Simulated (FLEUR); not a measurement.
# Pb (Fm-3m) in FLEUR: notebook

One crystal, Pb, is run at these levels: PBE; tasks: band structure, equation of state.

Program: FLEUR MaX-R8.1 (later development tree). These are calculated values, not measurements. Logs are shortened: lines on timing, memory, paths and dates and some standing lists are left out, and cuts for length are marked.

### 1 The crystal as given

Symmetry: Fm-3m, No. 225, cubic system. The conventional cell has a = 4.950 Å, b = 4.950 Å, c = 4.950 Å, α = 90.00°, β = 90.00°, γ = 90.00°. Pb (site symmetry m-3m) is surrounded by 12 Pb at 3.50 Å.

### 2 Band structure, PBE

The input, inp.xml:

```xml
<?xml version="1.0" encoding="UTF-8" standalone="no"?>
<fleurInput fleurInputVersion="0.39">
   <comment>
      Pb                                                                                                  
   </comment>
   <calculationSetup>
      <cutoffs Kmax="5.0" Gmax="25.0" GmaxXC="25.0" numbands="0"/>
      <scfLoop itmax="60" minDistance="0.00001" maxIterBroyd="15" imix="Anderson" alpha="0.05" precondParam="0.0" spinf="2.0" sdNocoIR="T"/>
      <coreElectrons ctail="T" frcor="F" kcrel="0" coretail_lmax="0"/>
      <xcFunctional name="pbe" relativisticCorrections="F"/>
      <magnetism jspins="1"/>
      <soc l_soc="F" theta="0.0" phi="0.0" spav="F"/>
      <expertModes spex="0" secvar="F"/>
      <geometryOptimization l_f="F" forcealpha="1.0" forcemix="BFGS" epsdisp="0.00001" epsforce="0.00001"/>
      <ldaU l_linMix="F" mixParam="0.05" spinf="1.0"/>
   </calculationSetup>
   <cell>
      <bzIntegration valenceElectrons="20.0" mode="hist" fermiSmearingEnergy="0.00183747">
         <kPointListSelection listName="default-1"/>
         <!-- k-points included here -->
         <xi:include xmlns:xi="http://www.w3.org/2001/XInclude" href="kpts.xml"> </xi:include>
      </bzIntegration>
      <!-- symmetry operations included here -->
      <xi:include xmlns:xi="http://www.w3.org/2001/XInclude" href="sym.xml"> </xi:include>
      <bulkLattice scale="1.0">
         <bravaisMatrix>
            <row-1>    0.0000000000000000     4.6771099529074922     4.6771099529074922</row-1>
            <row-2>    4.6771099529074922     0.0000000000000000     4.6771099529074922</row-2>
            <row-3>    4.6771099529074922     4.6771099529074922     0.0000000000000000</row-3>
         </bravaisMatrix>
      </bulkLattice>
   </cell>
   <atomSpecies>
      <species name="Lead (Pb)" element="Pb" atomicNumber="82">
         <mtSphere radius="2.66" gridPoints="879" logIncrement="0.015"/>
         <atomicCutoffs lmax="13" lnonsphr="8"/>
         <electronConfig flipSpins="F">
            <coreConfig>(1s1/2) (2s1/2) (2p1/2) (2p3/2) (3s1/2) (3p1/2) (3p3/2) (4s1/2) (3d3/2) (3d5/2) (4p1/2) (4p3/2) (4d3/2) (4d5/2) (4f5/2) (4f7/2) (5s1/2)</coreConfig>
            <valenceConfig>(5p1/2) (5p3/2) (6s1/2) (5d3/2) (5d5/2) (6p1/2) (6p3/2)</valenceConfig>
            <stateOccupation state="(6p1/2)" spinUp="0.333333" spinDown="0.333333"/>
            <stateOccupation state="(6p3/2)" spinUp="0.666667" spinDown="0.666667"/>
         </electronConfig>
         <energyParameters s="6" p="6" d="5" f="5"/>
         <lo type="SCLO" l="1" n="5" eDeriv="0"/>
         <lo type="SCLO" l="1" n="5" eDeriv="1"/>
         <lo type="SCLO" l="0" n="6" eDeriv="2"/>
         <lo type="SCLO" l="2" n="5" eDeriv="2"/>
         <lo type="SCLO" l="3" n="5" eDeriv="2"/>
      </species>
   </atomSpecies>
   <atomGroups>
      <atomGroup species="Lead (Pb)">
         <relPos label="                   1">.0000000000 .0000000000 .0000000000</relPos>
         <force calculate="T" relaxXYZ="TTT"/>
      </atomGroup>
   </atomGroups>
   <output dos="F" band="F" slice="F">
      <checks vchk="F" cdinf="F"/>
      <bandDOS minEnergy="-.5*Htr" maxEnergy="0.5*Htr" sigma="0.015" storeEVData="T"/>
      <vacuumDOS vacdos="F" integ="F" star="F" nstars="0" locx1="0.0" locy1="0.0" locx2="0.0" locy2="0.0" nstm="0" tworkf="0.0"/>
      <unfoldingBand unfoldBand="F" supercellX="1" supercellY="1" supercellZ="1"/>
      <plotting iplot="0" polar="F">
         <plot TwoD="T" vec1="  1.0  0.0  0.0" vec2="  0.0  1.0  0.0" vec3="  0.0  0.0  1.0" zero="  0.0  0.0  0.0" file="plot"/>
      </plotting>
      <chargeDensitySlicing numkpt="0" minEigenval="0.0" maxEigenval="0.0" nnne="0" pallst="F"/>
      <specialOutput eonly="F"/>
      <moessbauerParams electricFieldGradient="T" isomerShift="T" coreHyperfine="T" valenceHyperfine="T"/>
      <magneticCircularDichroism mcd="F" energyLo="-10.0" energyUp="0.0"/>
   </output>
  <!-- We include the file relax.xml here to enable relaxations (see documentation) -->
  <xi:include xmlns:xi="http://www.w3.org/2001/XInclude" href="relax.xml"> <xi:fallback/> </xi:include>
</fleurInput>
```

The input, crystal.txt:

```
Pb
&input cartesian=F /
0.0000000000  2.4750200000  2.4750200000
2.4750200000  0.0000000000  2.4750200000
2.4750200000  2.4750200000  0.0000000000
1.8897261246
1.0 1.0 1.0

1
82 0.0000000000  0.0000000000  0.0000000000

&kpt div1=9 div2=9 div3=9 gamma=T /
```

The input, inp.xml (bands):

```
<?xml version="1.0" encoding="UTF-8" standalone="no"?>
<fleurInput fleurInputVersion="0.39">
   <comment>
      Pb                                                                                                  
   </comment>
   <calculationSetup>
      <cutoffs Kmax="5.0" Gmax="25.0" GmaxXC="25.0" numbands="0"/>
      <scfLoop itmax="60" minDistance="0.00001" maxIterBroyd="15" imix="Anderson" alpha="0.05" precondParam="0.0" spinf="2.0" sdNocoIR="T"/>
      <coreElectrons ctail="T" frcor="F" kcrel="0" coretail_lmax="0"/>
      <xcFunctional name="pbe" relativisticCorrections="F"/>
      <magnetism jspins="1"/>
      <soc l_soc="F" theta="0.0" phi="0.0" spav="F"/>
      <expertModes spex="0" secvar="F"/>
      <geometryOptimization l_f="F" forcealpha="1.0" forcemix="BFGS" epsdisp="0.00001" epsforce="0.00001"/>
      <ldaU l_linMix="F" mixParam="0.05" spinf="1.0"/>
   </calculationSetup>
   <cell>
      <bzIntegration valenceElectrons="20.0" mode="hist" fermiSmearingEnergy="0.00183747">
         <kPointListSelection listName="path-1"/>
         <!-- k-points included here -->
         <xi:include xmlns:xi="http://www.w3.org/2001/XInclude" href="kpts.xml"> </xi:include>
      </bzIntegration>
      <!-- symmetry operations included here -->
      <xi:include xmlns:xi="http://www.w3.org/2001/XInclude" href="sym.xml"> </xi:include>
      <bulkLattice scale="1.0">
         <bravaisMatrix>
            <row-1>    0.0000000000000000     4.6771099529074922     4.6771099529074922</row-1>
            <row-2>    4.6771099529074922     0.0000000000000000     4.6771099529074922</row-2>
            <row-3>    4.6771099529074922     4.6771099529074922     0.0000000000000000</row-3>
         </bravaisMatrix>
      </bulkLattice>
   </cell>
   <atomSpecies>
      <species name="Lead (Pb)" element="Pb" atomicNumber="82">
         <mtSphere radius="2.66" gridPoints="879" logIncrement="0.015"/>
         <atomicCutoffs lmax="13" lnonsphr="8"/>
         <electronConfig flipSpins="F">
            <coreConfig>(1s1/2) (2s1/2) (2p1/2) (2p3/2) (3s1/2) (3p1/2) (3p3/2) (4s1/2) (3d3/2) (3d5/2) (4p1/2) (4p3/2) (4d3/2) (4d5/2) (4f5/2) (4f7/2) (5s1/2)</coreConfig>
            <valenceConfig>(5p1/2) (5p3/2) (6s1/2) (5d3/2) (5d5/2) (6p1/2) (6p3/2)</valenceConfig>
            <stateOccupation state="(6p1/2)" spinUp="0.333333" spinDown="0.333333"/>
            <stateOccupation state="(6p3/2)" spinUp="0.666667" spinDown="0.666667"/>
         </electronConfig>
         <energyParameters s="6" p="6" d="5" f="5"/>
         <lo type="SCLO" l="1" n="5" eDeriv="0"/>
         <lo type="SCLO" l="1" n="5" eDeriv="1"/>
         <lo type="SCLO" l="0" n="6" eDeriv="2"/>
         <lo type="SCLO" l="2" n="5" eDeriv="2"/>
         <lo type="SCLO" l="3" n="5" eDeriv="2"/>
      </species>
   </atomSpecies>
   <atomGroups>
      <atomGroup species="Lead (Pb)">
         <relPos label="                   1">.0000000000 .0000000000 .0000000000</relPos>
         <force calculate="T" relaxXYZ="TTT"/>
      </atomGroup>
   </atomGroups>
   <output dos="F" band="T" slice="F">
      <checks vchk="F" cdinf="F"/>
      <bandDOS minEnergy="-.5*Htr" maxEnergy="0.5*Htr" sigma="0.015" storeEVData="T"/>
      <vacuumDOS vacdos="F" integ="F" star="F" nstars="0" locx1="0.0" locy1="0.0" locx2="0.0" locy2="0.0" nstm="0" tworkf="0.0"/>
      <unfoldingBand unfoldBand="F" supercellX="1" supercellY="1" supercellZ="1"/>
      <plotting iplot="0" polar="F">
         <plot TwoD="T" vec1="  1.0  0.0  0.0" vec2="  0.0  1.0  0.0" vec3="  0.0  0.0  1.0" zero="  0.0  0.0  0.0" file="plot"/>
      </plotting>
      <chargeDensitySlicing numkpt="0" minEigenval="0.0" maxEigenval="0.0" nnne="0" pallst="F"/>
      <specialOutput eonly="F"/>
      <moessbauerParams electricFieldGradient="T" isomerShift="T" coreHyperfine="T" valenceHyperfine="T"/>
      <magneticCircularDichroism mcd="F" energyLo="-10.0" energyUp="0.0"/>
   </output>
  <!-- We include the file relax.xml here to enable relaxations (see documentation) -->
  <xi:include xmlns:xi="http://www.w3.org/2001/XInclude" href="relax.xml"> <xi:fallback/> </xi:include>
</fleurInput>
```

Potentials or basis: all-electron, FLAPW.

Command:

```sh
> inpgen -f crystal.txt -profile precise
> # inp.xml edited to the form shown
> fleur_MPI
> fleur_MPI   # second run, on inp.xml (bands)
```

Log:

```text
Welcome to FLEUR        (www.flapw.de)
      MaX-Release 8.1          (www.max-centre.eu)

 ========== k-point set info ==========
 Selected k-point list: default-1
 k-point list type: mesh
 9 x 9 x 9
 Number of k points: 35

 ------------Calculation Setup---------------------------
 Number of MPI-tasks      :            1
 Number of PE/node        :            1
 Number of OMP-threads    :            1
 Most efficient MPI parallelization for:
           1           5           7          35
 Additional eigenvalue parallelization possible
 Number of basis functions:          479
 Approximate size of matrices (H+S) per k-point:         0.003 GB
 --------------------------------------------------------
 Iteration:     1   Distance:      10.84030542 me/bohr^3
 Iteration:     2   Distance:      10.20108558 me/bohr^3
 Iteration:     3   Distance:       3.20533151 me/bohr^3
 Iteration:     4   Distance:       0.22828224 me/bohr^3
 Iteration:     5   Distance:       0.22738747 me/bohr^3
 Iteration:     6   Distance:       0.04617767 me/bohr^3
 Iteration:     7   Distance:       0.00254162 me/bohr^3
 Iteration:     8   Distance:       0.00240321 me/bohr^3
 Iteration:     9   Distance:       0.00025801 me/bohr^3
 Iteration:    10   Distance:       0.00008072 me/bohr^3
 Iteration:    11   Distance:       0.00000969 me/bohr^3

 ********************************************************************
 Run finished successfully
 Stop message:
   all done
 ********************************************************************
```

output (bands):

```text
Welcome to FLEUR        (www.flapw.de)
      MaX-Release 8.1          (www.max-centre.eu)

 ========== k-point set info ==========
 Selected k-point list: path-1
 k-point list type: path
 Number of k points: 60

 ------------Calculation Setup---------------------------
 Number of MPI-tasks      :            1
 Number of PE/node        :            1
 Number of OMP-threads    :            1
 Most efficient MPI parallelization for:
           1           2           3           4           5           6          10          12          15          20          30          60
 Additional eigenvalue parallelization possible
 Number of basis functions:          479
 Approximate size of matrices (H+S) per k-point:         0.003 GB
 --------------------------------------------------------
 Fermi energy correction for metals:
 Fermi energy in bands.* files may not be consistent with last density.
 Please correct it manually (e.g. in band.gnu file).

 Note: Band structure data (together with different weights) is also stored in the banddos.hdf file.
       A convenient way of extracting and plotting the data from that file is by making use of the

 ********************************************************************
 Run finished successfully
 Stop message:
   Charge density postprocessing done.
 ********************************************************************
```

out.xml (last iteration):

```text
<iteration numberForCurrentRun="   11" overallNumber="   11">
         <energyParameters units="Htr">
            <atomicEP atomType="1" spin="1" branch="6s" branchLowest="-4.81" branchHighest="0.64" value="0.0040318986"/>
            <atomicEP atomType="1" spin="1" branch="6p" branchLowest="-2.66" branchHighest="1.47" value="0.2840319792"/>
            <atomicEP atomType="1" spin="1" branch="5d" branchLowest="-14.26" branchHighest="-0.23" value="-0.2602513194"/>
            <atomicEP atomType="1" spin="1" branch="5f" branchLowest="-4.40" branchHighest="1.93" value="0.6225229341"/>
            <loAtomicEP atomType="1" spin="1" branch="5p" branchLowest="-23.19" branchHighest="-2.66" value="-2.7290411183"/>
            <loAtomicEP atomType="1" spin="1" branch="5p" branchLowest="-23.19" branchHighest="-2.66" value="-2.7290411183"/>
            <loAtomicEP atomType="1" spin="1" branch="6s" branchLowest="-4.81" branchHighest="0.64" value="0.0040318986"/>
            <loAtomicEP atomType="1" spin="1" branch="5d" branchLowest="-14.26" branchHighest="-0.23" value="-0.2917690305"/>
            <loAtomicEP atomType="1" spin="1" branch="5f" branchLowest="-4.40" branchHighest="1.93" value="0.6225100053"/>
         </energyParameters>
         <eigenvalues>
            <eigenvaluesAt spin="1" ikpt="1" k_x="0.00000000" k_y="0.00000000" k_z="0.00000000">
                      -2.6640361634       -2.6640361634       -2.6640361634       -0.2994448074       -0.2994448074
                      -0.2994448074       -0.2942857815       -0.2942857815       -0.1037233346        0.6012220278
                       0.6012220278        0.6012220278        0.6864978653        0.7452345530        0.7879356980
                       0.7879356980
            </eigenvaluesAt>
            <eigenvaluesAt spin="1" ikpt="2" k_x="0.00000000" k_y="0.00000000" k_z="0.11111111">
                      -2.6640498904       -2.6640386543       -2.6640386543       -0.2994667498       -0.2988401289
                      -0.2988401289       -0.2942896730       -0.2942896730       -0.0949765673        0.5140555427
                       0.5908461376        0.5908461376        0.6723746246        0.7809361174        0.8064555169
                       0.8064555169
            </eigenvaluesAt>
            <eigenvaluesAt spin="1" ikpt="3" k_x="0.00000000" k_y="0.00000000" k_z="0.22222222">
                      -2.6640846338       -2.6640449542       -2.6640449542       -0.2996562659       -0.2981228634
                      -0.2981228634       -0.2934566910       -0.2934566910       -0.0688055129        0.3865526796
                       0.5687939223        0.5687939223        0.6599444615        0.7636871586        0.7921059174
[... 40 lines left out ...]
            <totalCharge value="82.0000000012"/>
         </allElectronCharges>
         <moessbauerParams unitsHFF="kG" unitsIS="e/bohr^3" unitsEFG="Htr/bohr^2">
            <coreIsomerShift atomType="1" isTotal="2990759.40781">
               <shell n="1" l="0" isomerShift="2456519.35326"/>
               <shell n="2" l="0" isomerShift="379129.77608"/>
               <shell n="2" l="1" isomerShift="30103.45851"/>
               <shell n="3" l="0" isomerShift="87671.88813"/>
               <shell n="3" l="1" isomerShift="7816.61200"/>
               <shell n="4" l="0" isomerShift="22673.64672"/>
               <shell n="3" l="2" isomerShift="0.00328"/>
               <shell n="4" l="1" isomerShift="1997.28520"/>
               <shell n="4" l="2" isomerShift="0.00091"/>
               <shell n="4" l="3" isomerShift="0.00000"/>
               <shell n="5" l="0" isomerShift="4847.38374"/>
            </coreIsomerShift>
            <isomerShift atomType="1" nucleusRadius="0.0001398" averageDensity="2991315.99365"/>
            <electricFieldGradient atomType="1" VXX="0.00000" VYY="0.00000" VZZ="0.00000" asymParam="0.00000">
            </electricFieldGradient>
         </moessbauerParams>
         <totalEnergy                                    value="   -20928.2764621204" units="Htr">
            <sumOfEigenvalues                            value="   -12937.5279474634">
               <coreElectrons value="-12919.1456865700"/>
               <valenceElectrons value="-18.3822608935"/>
            </sumOfEigenvalues>
            <densityCoulombPotentialIntegral value="-36793.0236249087"/>
            <densityEffectivePotentialIntegral value="-37303.8862583281"/>
            <chargeDenXCDenIntegral value="-390.3122763665"/>
            <FockExchangeEnergyValence value="0.0000000000"/>
            <FockExchangeEnergyCore value="0.0000000000"/>
            <atomTypeDependentContributions atomType="1">
               <electronNucleiInteractionDifferentMTs value="26465.7542065220"/>
               <MadelungTerm value="-42.0564776422"/>
            </atomTypeDependentContributions>
            <tkbTimesEntropy value="0.0001139206"/>
            <freeEnergy value="-20928.2765760410"/>
            <extrapolationTo0K value="-20928.2765190807"/>
         </totalEnergy>
         <densityConvergence units="me/bohr^3">
            <chargeDensity spin="1" distance="0.0000096888"/>
         </densityConvergence>
      </iteration>
```

Run time: 38 s. Hardware: 1 thread of Arm Neoverse V2, shared host; peak memory 0.1 GiB.

Results:

```
Free energy                                           : -569487.4174 eV
Band gap along the path                               : none (metal or under the smearing width)
Valence electrons inside the program's atomic spheres : Pb 18.02 (radii Pb 2.66 bohr)
```

Levels at the corners of the path, in eV from the Fermi level:
```csv
point,band 7,band 8,band 9,band 10,band 11,band 12,band 13,band 14
Γ,-16.80,-16.80,-11.62,7.57,7.57,7.57,9.89,11.49
X,-16.63,-16.63,-6.57,-3.13,2.19,2.19,5.52,6.79
W,-16.75,-16.63,-6.47,-1.23,-1.23,0.41,11.01,12.31
K,-16.73,-16.67,-6.66,-2.14,-1.08,3.12,6.61,11.50
Γ,-16.80,-16.80,-11.62,7.57,7.57,7.57,9.89,11.49
L,-16.67,-16.67,-7.99,-4.07,5.73,5.73,9.37,9.62
U,-16.73,-16.67,-6.66,-2.14,-1.08,3.12,6.61,11.50
W,-16.75,-16.63,-6.47,-1.23,-1.23,0.41,11.01,12.31
L,-16.67,-16.67,-7.99,-4.07,5.73,5.73,9.37,9.62
K,-16.73,-16.67,-6.66,-2.14,-1.08,3.12,6.61,11.50
U,-16.73,-16.67,-6.66,-2.14,-1.08,3.12,6.61,11.50
X,-16.63,-16.63,-6.57,-3.13,2.19,2.19,5.52,6.79
```

Core levels (eV from the Fermi level):
| atom | levels |
| --- | --- |
| 1 Pb | 1s1/2 -87978.8, 2s1/2 -15718.9, 2p1/2 -15093.0, 2p3/2 -12903.0, 3s1/2 -3769.9, 3p1/2 -3487.9, 3p3/2 -2999.3, 4s1/2 -850.5, 3d3/2 -2536.8, 3d5/2 -2432.9, 4p1/2 -728.5, 4p3/2 -608.9, 4d3/2 -410.5, 4d5/2 -388.2, 4f5/2 -131.4, 4f7/2 -126.3, 5s1/2 -139.6 |

Caveat: spin-orbit coupling is left out, which moves the levels of the heavy elements.

### 3 Equation of state, PBE, 28.50 Å³/atom (volume scaled by 0.94)

inp.xml, as its differences from that of step 2:

```diff
@@ -24,3 +24,3 @@
       <xi:include xmlns:xi="http://www.w3.org/2001/XInclude" href="sym.xml"> </xi:include>
-      <bulkLattice scale="1.0">
+      <bulkLattice scale="0.9795861087">
          <bravaisMatrix>
```

Potentials or basis: all-electron, FLAPW.

Command:

```sh
> inpgen -f crystal.txt -profile precise
> # inp.xml edited to the form shown
> fleur_MPI
```

Run time: 30 s. Hardware: 1 thread of Arm Neoverse V2, shared host; peak memory 0.1 GiB.

It converged, with:

- Free energy: -569487.3711 eV
- Band gap on the k mesh: none (metal or under the smearing width)
- Valence electrons inside the program's atomic spheres: Pb 18.06 (radii Pb 2.66 bohr)

(Part 1 of 2 ends here.)
